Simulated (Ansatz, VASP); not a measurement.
**Two plane-wave programs on CdS**

Contents of INCAR:

```
SYSTEM = CdS
  PREC = Accurate
  ENCUT = 520
  EDIFF = 1E-6
  ISMEAR = 0
  SIGMA = 0.05
  LREAL = .False.
  LASPH = .True.
  NELM = 100
  ALGO = Fast
  ISIF = 2
  LWAVE = .False.
  LCHARG = .False.
  GGA = PE
  NBANDS = 26
```

Contents of KPOINTS:

```
regular mesh
0
Gamma
  9 9 6
  0 0 0
```

Contents of POSCAR:

```
CdS
1.0
    4.0055011634      0.0000000000      0.0000000000
   -2.0027505817      3.4688657624      0.0000000000
    0.0000000000      0.0000000000      7.1917494959
Cd S
2 2
Direct
    0.3333333333      0.6666666667      0.0000000000
    0.6666666667      0.3333333333      0.5000000000
    0.3333333333      0.6666666667      0.3850000000
    0.6666666667      0.3333333333      0.8850000000
```

Input for Ansatz:

```yaml
crystal:
  lattice:
    - [4.0055011634, 0.0, 0.0]
    - [-2.0027505817, 3.4688657624, 0.0]
    - [0.0, 0.0, 7.1917494959]
  atoms:
    - { symbol: Cd, position: [0.3333333333, 0.6666666667, 0.0] }
    - { symbol: Cd, position: [0.6666666667, 0.3333333333, 0.5] }
    - { symbol: S, position: [0.3333333333, 0.6666666667, 0.385] }
    - { symbol: S, position: [0.6666666667, 0.3333333333, 0.885] }
basis:
  ecutwfc: 420
kpoints:
  mp_grid: { grid: [9, 9, 6] }
hamiltonian:
  xc: pbe
scf:
  occupations: { method: gaussian, width: 0.05 }
output:
  forces: true
  stress: true
  eigenvalues: true
```

Alike in both runs: task single point; functional PBE; k mesh 9 × 9 × 6; occupations gaussian, width 0.05 eV; no spin polarisation.

|  | VASP | Ansatz |
| --- | --- | --- |
| version | VASP 6.6.1 | Ansatz 0.2.0 |
| potentials or method | VASP PAW PBE potentials, release 64 (Cd, S) | scalar-relativistic, plane waves, PAW |
| plane-wave cutoff (eV) | 520 | 420 |
| valence electrons in the cell | 36 | 52 |

|  | VASP | Ansatz | Ansatz less VASP |
| --- | --- | --- | --- |
| gap on the k mesh at the Fermi level (eV) | 1.10 | 1.09 | -0.003 |
| least direct gap on the mesh (eV) | 1.10 | 1.09 | -0.003 |
| pressure (GPa) | 4.5 | 4.1 | -0.39 |
| largest component of the traceless stress (GPa) | 6.96 | 6.79 | -0.171 |
| rms of the force components (eV/Å) | 0.419 | 0.402 | -0.0172 |

Atom by atom the forces differ by 0.017 eV/Å (rms over components). The functional is the same, so the differences come from potentials, cutoffs and numerics. The two sets of potentials don't hold the same shells in valence.

Caveats: an odd mesh through Γ misses points on the zone boundary, where band edges often lie.
